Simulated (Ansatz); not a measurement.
# Al2Cu (I4/mmm) in Ansatz: a series of runs

Aim: see how the results for Al2Cu move with the level of theory and the settings. Levels: r2SCAN, PBEsol. Tasks: single point, equation of state, phonons.

Everything below comes from runs of Ansatz 0.2.0. Logs are shortened: lines on timing, memory, paths and dates and some standing lists are left out, and cuts for length are marked.

### Step 1. The crystal as given

The structure is tetragonal, space group I4/mmm (No. 139). Conventional cell: a = 4.061 Å, b = 4.061 Å, c = 5.702 Å, α = 90.00°, β = 90.00°, γ = 90.00°. Around Cu (site symmetry 4/mmm) lie 8 Al at 2.48 Å. Around Al (site symmetry -4m2) lie 4 Cu at 2.48 Å and 2 Al at 2.85 Å.

The cell comes from a database or a generator and needn't be the stable form of this composition.

### Step 2. Single point, r2SCAN, 14.73 Å³/atom (volume scaled by 0.94)

Contents of input.yaml:

```yaml
crystal:
  lattice:
    - [-1.988890411, 1.988890411, 2.792892077]
    - [1.988890411, -1.988890411, 2.792892077]
    - [1.988890411, 1.988890411, -2.792892077]
  atoms:
    - { symbol: Cu, position: [0.5, 0.5, 0.0] }
    - { symbol: Al, position: [0.25, 0.75, 0.5] }
    - { symbol: Al, position: [0.75, 0.25, 0.5] }
hamiltonian:
  xc: r2scan
  pseudopotentials: { kind: paw }
kpoints:
  mp_grid: { grid: [9, 9, 9] }
scf:
  occupations: { method: fermi_dirac, width: 0.05 }
output:
  forces: true
  stress: true
  eigenvalues: true
```

Potentials or basis: Ansatz PAW.

Command:

```
$ ansatz run input.yaml --threads 2 --pin off --max-ram 5632MiB --backend cpu --events-out ev --progress --plain --runs-dir out
```

Standard output:

```text
Warning: RAYON_NUM_THREADS=2 ignored (pool sized by the plan → 2); use --threads N
Engine: ansatz 0.2.0, x86_64-unknown-linux-gnu
Pseudopotentials: kind: paw
Pseudopotential: Cu, paw, valence charge 19, recommended cutoff 500 eV (meta_gga), Cu.paw.azcp
Pseudopotential: Al, paw, valence charge 3, recommended cutoff 500 eV (meta_gga), Al.paw.azcp
Functional definition: r2SCAN
  parameter k0 = 0.174
  parameter k1 = 0.065
  parameter a1 = 4.9479
  exchange = r2scan_x(k0 = k0, k1 = k1, a1 = a1)
  correlation = r2scan_c
Crystal: 3 atoms, lattice volume = 44.191 Å³
Basis set: ecut = 500 eV, 1131 PW (Γ), exchange–correlation on 120×120×120 points (64 copies of the dense FFT grid, shifted against one another)
Bands: 17, of which v1, the nominal top of the filled ones, is band 13 counted from 1 (12 counted from 0)
Symmetry: 16 space group operations
Space group: I4/mmm (ITA 139), of the structure as read, at distance tolerance 3.5e-5 Å
k-points: 75 of 729
Non-local potential: Cu, projectors of the file, l = 0: 3, l = 1: 2, l = 2: 3, l = 3: 1
Non-local potential: Al, projectors of the file, l = 0: 2, l = 1: 2, l = 2: 1
PAW form: soft (Blöchl's): semilocal exchange-correlation on the pseudo side does not see the compensation charge
PAW frozen core: Cu, regenerated for the run's functional (the file was generated under x = pbe(κ = 0.804, μ = 0.2195149727645171), c = pbe(β = 0.06672455060314922))
PAW frozen core: Al, regenerated for the run's functional (the file was generated under x = pbe(κ = 0.804, μ = 0.2195149727645171), c = pbe(β = 0.06672455060314922))
PAW one-centre angular grid: Cu, 590 points (default); XC on 160 Gauss nodes
PAW one-centre angular grid: Al, 302 points (default); XC on 160 Gauss nodes
Initial density: superposition of atomic densities (neutral atoms: chi_scale 0, normalization atom), corrected by the library's trained network
Initial wavefunctions: pseudopotential atomic-orbital guess
Functional: x = r2scan, c = r2scan; τ floored in thin density (d = 2e-4 eV/Å³)
SCF iter   1: F=—  HF=-7712.605032 eV  |F-HF|=—  |Δ(HF+E_count)|=         —  Δρ=2.16e-2  dr2=1.53e-1  dr2_τ=1.41e-2  ethr=1.77e-3  ⟨swp⟩=5.8  Hψ=6744  notcnv=0
preconditioner: auto → Kerker (q_TF=auto, 2.481 Å⁻¹)  [metal: Δε(μ)=0.017 eV  Ē_g=9.566 eV  σ=0.050 eV  W_gap=0.09  n_scr=14 (ndim 8)  ℏωp=23.0 eV  f_vac=0.000  D(μ)=1.66/eV (n_scr^D=14)]
SCF iter   2: F=—  HF=-7712.637151 eV  |F-HF|=—  |Δ(HF+E_count)|=   3.21e-2  Δρ=1.68e-2  dr2=6.09e-2  dr2_τ=7.43e-4  ethr=6.10e-4  ⟨swp⟩=2.1  Hψ=2752  notcnv=0  defer=11
SCF iter   3: F=—  HF=-7712.617195 eV  |F-HF|=—  |Δ(HF+E_count)|=   2.00e-2  Δρ=4.28e-3  dr2=1.13e-2  dr2_τ=2.91e-5  ethr=2.43e-4  ⟨swp⟩=2.1  Hψ=2156  notcnv=0  defer=11
SCF iter   4: F=—  HF=-7712.614359 eV  |F-HF|=—  |Δ(HF+E_count)|=   2.84e-3  Δρ=1.44e-3  dr2=6.01e-4  dr2_τ=1.02e-5  ethr=4.50e-5  ⟨swp⟩=1.3  Hψ=1904  notcnv=0  defer=11
SCF iter   5: F=—  HF=-7712.614470 eV  |F-HF|=—  |Δ(HF+E_count)|=   1.12e-4  Δρ=5.99e-4  dr2=1.76e-4  dr2_τ=7.84e-7  ethr=2.40e-6  ⟨swp⟩=2.0  Hψ=1655  notcnv=0  defer=11
SCF iter   6: F=—  HF=-7712.614455 eV  |F-HF|=—  |Δ(HF+E_count)|=   1.52e-5  Δρ=2.22e-4  dr2=2.89e-5  dr2_τ=9.97e-8  ethr=7.03e-7  ⟨swp⟩=2.0  Hψ=1924  notcnv=0  defer=11
SCF iter   7: F=—  HF=-7712.614452 eV  |F-HF|=—  |Δ(HF+E_count)|=   3.00e-6  Δρ=7.53e-5  dr2=3.64e-6  dr2_τ=1.35e-8  ethr=1.15e-7  ⟨swp⟩=1.7  Hψ=1668  notcnv=0  defer=11
SCF iter   8: F=—  HF=-7712.614452 eV  |F-HF|=—  |Δ(HF+E_count)|=   1.03e-7  Δρ=1.89e-5  dr2=1.84e-7  dr2_τ=6.01e-10  ethr=1.46e-8  ⟨swp⟩=2.5  Hψ=1751  notcnv=0  defer=11
SCF iter   9: F=-7712.614452 eV  HF=-7712.614452 eV  |F-HF|=2.06e-9  |Δ(HF+E_count)|=   3.19e-8  Δρ=2.63e-6  dr2=4.02e-9  dr2_τ=2.33e-11  ethr=4.00e-10  ⟨swp⟩=4.7  Hψ=4342  notcnv=0
SCF 1 converged in 9 iterations: F = -7712.614452 eV  dr2 = 4.02e-9
SCF converged after 9 iterations
Free energy (F): -7712.614452 eV
Harris-Foulkes:  -7712.614452 eV  (|F-HF|=2.06e-9)
Internal energy: -7712.602007 eV  (E = F + TS)
E sigma→0 (E₀):  -7712.608230 eV
Entropy (-TS):   -0.012445 eV (-4.148 meV/atom)
Fermi energy:    10.109077 eV
--- Per-component energies (eV) ---
  E_band       = -502.651939
  E_kinetic    = 349.497719
  E_local      = -5806.909825  (includes V_loc(G=0)·N_el)
  E_nonlocal   = 404.091968
  E_hartree    = 2605.902996
  E_xc         = -160.402211
  E_vxc        = -192.307120  (∫ρ·V_xc dr)
  E_paw        = -2615.390043  (= ΣΔE_a)
  E_vpaw       = -481.128561  (= ΣTr[D̂ρ^β])
  E_aug_tail   = 0.000140  (compensation charges beyond the density's cutoff)
  E_vtau       = 12.303176  (kinetic-family band-sum trace: ∫τ·v_τ [+ j·A + Jᵃ·Aᵃ] dr)
  E_ewald      = -2488.971428
  E_core_change = -0.421324  (= ΣΔE_core)
  E_smearing   = -0.012445  (= −TS)
  E_closure    = -0.000000  (closes the sum)
  Σ components = -7712.614452   (vs F -7712.614452, Δ=0.00e0)
--- Forces (eV/Å), atoms counted from 1 ---
  atom   1  Cu    -0.00000000     0.00000000     0.00000000
  atom   2  Al     0.00000000     0.00000000     0.00000000
  atom   3  Al     0.00000000     0.00000000     0.00000000
  max |Σ_I F_I| component: 1.04e-17 eV/Å
--- Stress (GPa, compression-positive) ---
        7.933944       0.000000       0.000000
        0.000000       7.933944       0.000000
       -0.000000       0.000000       8.111632
  P = ⅓ Tr σ = 7.9932 GPa (79.932 kbar)
--- Band table (eV; the first three rows and the last of 75) ---
  k-point 0: bands = ["-107.8258", "-63.6143", "-63.6143", "-63.6130", "-1.1021", "5.1469", "5.1522", "5.1522", "5.7537", "5.7665", "13.1435", "13.1435", "13.2017", "13.4672", "13.5515", "13.5515", "16.0390"]
  k-point 1: bands = ["-107.8258", "-63.6143", "-63.6143", "-63.6130", "-0.8578", "5.0870", "5.1857", "5.1920", "5.7087", "5.7864", "11.3788", "11.4426", "12.3086", "12.8734", "15.1958", "15.5698", "15.6557"]
  k-point 2: bands = ["-107.8258", "-63.6144", "-63.6143", "-63.6130", "-0.1305", "4.9205", "5.3062", "5.3150", "5.5671", "5.8438", "9.8245", "9.8842", "10.2211", "11.9796", "13.2938", "17.9422", "18.0951"]
  k-point 74: bands = ["-107.8258", "-63.6144", "-63.6144", "-63.6132", "3.6472", "3.7347", "4.4980", "5.7344", "5.8086", "5.9082", "5.9250", "7.3069", "8.0030", "11.3178", "12.5723", "18.9664", "21.5983"]
```

Run time: 4.5 s. Hardware: 2 threads of Intel Xeon Platinum 8375C at 2.90GHz (Ice Lake), shared host; peak memory 0.54 GiB.

What came out:

- Free energy: -7712.6145 eV
- Pressure: 8.0 GPa
- Band gap on the k mesh: none (metal or under the smearing width)

Caveat: the PAW data sets come from PBE, with cores solved anew for the run's functional, which leaves a small shift of forces and pressure.

### Step 3. Single point, r2SCAN, 15.04 Å³/atom (volume scaled by 0.96)

input.yaml: that of step 2 with these lines changed.

```diff
@@ -2,5 +2,5 @@
   lattice:
-    - [-1.988890411, 1.988890411, 2.792892077]
-    - [1.988890411, -1.988890411, 2.792892077]
-    - [1.988890411, 1.988890411, -2.792892077]
+    - [-2.002897143, 2.002897143, 2.8125609791]
+    - [2.002897143, -2.002897143, 2.8125609791]
+    - [2.002897143, 2.002897143, -2.8125609791]
   atoms:
@@ -20 +20,5 @@
   eigenvalues: true
+  write_density: true
+  write_potential: true
+  elf: true
+  volumetric_format: npy
```

Potentials or basis: Ansatz PAW.

Command:

```
$ ansatz run input.yaml --threads 2 --pin off --max-ram 5632MiB --backend cpu --events-out ev --progress --plain --runs-dir out
```

It took 5 s on 2 threads of Intel Xeon Platinum 8375C at 2.90GHz (Ice Lake), shared host; peak memory 0.54 GiB.

Results (log left out):

```
Free energy            : -7712.6529 eV
Pressure               : 5.2 GPa
Band gap on the k mesh : none (metal or under the smearing width)
```

Caveat: the PAW data sets come from PBE, with cores solved anew for the run's functional, which leaves a small shift of forces and pressure.

### Step 4. Single point, r2SCAN, 15.36 Å³/atom (volume scaled by 0.98)

Contents of input.yaml:

```yaml
crystal:
  lattice:
    - [-2.0167106632, 2.0167106632, 2.8319585644]
    - [2.0167106632, -2.0167106632, 2.8319585644]
    - [2.0167106632, 2.0167106632, -2.8319585644]
  atoms:
    - { symbol: Cu, position: [0.5, 0.5, 0.0] }
    - { symbol: Al, position: [0.25, 0.75, 0.5] }
    - { symbol: Al, position: [0.75, 0.25, 0.5] }
hamiltonian:
  xc: r2scan
  pseudopotentials: { kind: paw }
kpoints:
  mp_grid: { grid: [9, 9, 9] }
scf:
  occupations: { method: fermi_dirac, width: 0.05 }
output:
  forces: true
  stress: true
  eigenvalues: true
```

Command:

```
$ ansatz run input.yaml --threads 2 --pin off --max-ram 5632MiB --backend cpu --events-out ev --progress --plain --runs-dir out
```

It took 4.8 s on 2 threads of Intel Xeon Platinum 8375C at 2.90GHz (Ice Lake), shared host; peak memory 0.54 GiB.

It converged, with:

```yaml
Free_energy: -7712.6756 eV
Pressure: 2.6 GPa
Band_gap_on_the_k_mesh: none (metal or under the smearing width)
```

Caveat: the PAW data sets come from PBE, with cores solved anew for the run's functional, which leaves a small shift of forces and pressure.

### Step 5. Single point, r2SCAN, 15.67 Å³/atom

input.yaml: that of step 4 with these lines changed.

```diff
@@ -2,5 +2,5 @@
   lattice:
-    - [-2.0167106632, 2.0167106632, 2.8319585644]
-    - [2.0167106632, -2.0167106632, 2.8319585644]
-    - [2.0167106632, 2.0167106632, -2.8319585644]
+    - [-2.0303375, 2.0303375, 2.851094]
+    - [2.0303375, -2.0303375, 2.851094]
+    - [2.0303375, 2.0303375, -2.851094]
   atoms:
@@ -20 +20,5 @@
   eigenvalues: true
+  write_density: true
+  write_potential: true
+  elf: true
+  volumetric_format: npy
```

Command:

```
$ ansatz run input.yaml --threads 2 --pin off --max-ram 5632MiB --backend cpu --events-out ev --progress --plain --runs-dir out
```

It took 5.8 s on 2 threads of Intel Xeon Platinum 8375C at 2.90GHz (Ice Lake), shared host; peak memory 0.55 GiB.

The run converged. Its results:

```
Free energy            : -7712.6842 eV
Pressure               : 0.3 GPa
Band gap on the k mesh : none (metal or under the smearing width)
```

Caveat: the PAW data sets come from PBE, with cores solved anew for the run's functional, which leaves a small shift of forces and pressure.

### Step 6. Single point, r2SCAN, 15.98 Å³/atom (volume scaled by 1.02)

Contents of input.yaml:

```yaml
crystal:
  lattice:
    - [-2.0437838356, 2.0437838356, 2.8699759675]
    - [2.0437838356, -2.0437838356, 2.8699759675]
    - [2.0437838356, 2.0437838356, -2.8699759675]
  atoms:
    - { symbol: Cu, position: [0.5, 0.5, 0.0] }
    - { symbol: Al, position: [0.25, 0.75, 0.5] }
    - { symbol: Al, position: [0.75, 0.25, 0.5] }
hamiltonian:
  xc: r2scan
  pseudopotentials: { kind: paw }
kpoints:
  mp_grid: { grid: [9, 9, 9] }
scf:
  occupations: { method: fermi_dirac, width: 0.05 }
output:
  forces: true
  stress: true
  eigenvalues: true
```

Potentials or basis: Ansatz PAW.

Command:

```
$ ansatz run input.yaml --threads 2 --pin off --max-ram 5632MiB --backend cpu --events-out ev --progress --plain --runs-dir out
```

Run time: 4.8 s. Hardware: 2 threads of Intel Xeon Platinum 8375C at 2.90GHz (Ice Lake), shared host; peak memory 0.53 GiB.

Results (log left out):

| Quantity | Value |
| --- | --- |
| Free energy | -7712.6800 eV |
| Pressure | -1.7 GPa |
| Band gap on the k mesh | none (metal or under the smearing width) |

Caveat: the PAW data sets come from PBE, with cores solved anew for the run's functional, which leaves a small shift of forces and pressure.

### Step 7. Single point, r2SCAN, 16.30 Å³/atom (volume scaled by 1.04)

input.yaml: that of step 6 with these lines changed.

```diff
@@ -2,5 +2,5 @@
   lattice:
-    - [-2.0437838356, 2.0437838356, 2.8699759675]
-    - [2.0437838356, -2.0437838356, 2.8699759675]
-    - [2.0437838356, 2.0437838356, -2.8699759675]
+    - [-2.0570555311, 2.0570555311, 2.8886126973]
+    - [2.0570555311, -2.0570555311, 2.8886126973]
+    - [2.0570555311, 2.0570555311, -2.8886126973]
   atoms:
```

Command:

```
$ ansatz run input.yaml --threads 2 --pin off --max-ram 5632MiB --backend cpu --events-out ev --progress --plain --runs-dir out
```

Wall time 5.1 s (2 threads of Intel Xeon Platinum 8375C at 2.90GHz (Ice Lake), shared host); peak memory 0.51 GiB.

The run converged. Its results:

* Free energy: -7712.6645 eV
* Pressure: -3.6 GPa
* Band gap on the k mesh: none (metal or under the smearing width)

Caveat: the PAW data sets come from PBE, with cores solved anew for the run's functional, which leaves a small shift of forces and pressure.

### Step 8. Single point, r2SCAN, 16.61 Å³/atom (volume scaled by 1.06)

input.yaml: that of step 7 with these lines changed.

```diff
@@ -2,5 +2,5 @@
   lattice:
-    - [-2.0570555311, 2.0570555311, 2.8886126973]
-    - [2.0570555311, -2.0570555311, 2.8886126973]
-    - [2.0570555311, 2.0570555311, -2.8886126973]
+    - [-2.0701581488, 2.0701581488, 2.9070120003]
+    - [2.0701581488, -2.0701581488, 2.9070120003]
+    - [2.0701581488, 2.0701581488, -2.9070120003]
   atoms:
@@ -20 +20,5 @@
   eigenvalues: true
+  write_density: true
+  write_potential: true
+  elf: true
+  volumetric_format: npy
```

Command:

```
$ ansatz run input.yaml --threads 2 --pin off --max-ram 5632MiB --backend cpu --events-out ev --progress --plain --runs-dir out
```

It took 6.8 s on 2 threads of Intel Xeon Platinum 8375C at 2.90GHz (Ice Lake), shared host; peak memory 0.57 GiB.

The run converged. Its results:

* Free energy: -7712.6387 eV
* Pressure: -5.2 GPa
* Band gap on the k mesh: none (metal or under the smearing width)

Caveat: the PAW data sets come from PBE, with cores solved anew for the run's functional, which leaves a small shift of forces and pressure.

### Step 9. Equation of state, r2SCAN

Potentials or basis: Ansatz PAW.

No new run: the results of the series are fitted here.

Results:

- Equilibrium volume: 15.72 Å³/atom
- Bulk modulus at fixed shape and positions: 107 GPa
- Pressure derivative of the bulk modulus: 4.4

Energy against volume, from the lowest point:
| volume (Å³/atom) | energy (meV/atom) |
| --- | --- |
| 14.730 | 23.25 |
| 15.044 | 10.43 |
| 15.357 | 2.85 |
| 15.671 | 0.00 |
| 15.984 | 1.39 |
| 16.297 | 6.58 |
| 16.611 | 15.18 |

Caveat: the cell was scaled at fixed shape and fractional positions, which overstates the stiffness of a crystal with free parameters, most of all of layers and chains; the PAW data sets were made with another functional, which shifts forces and pressure a little.

(Part 1 of 2 ends here.)
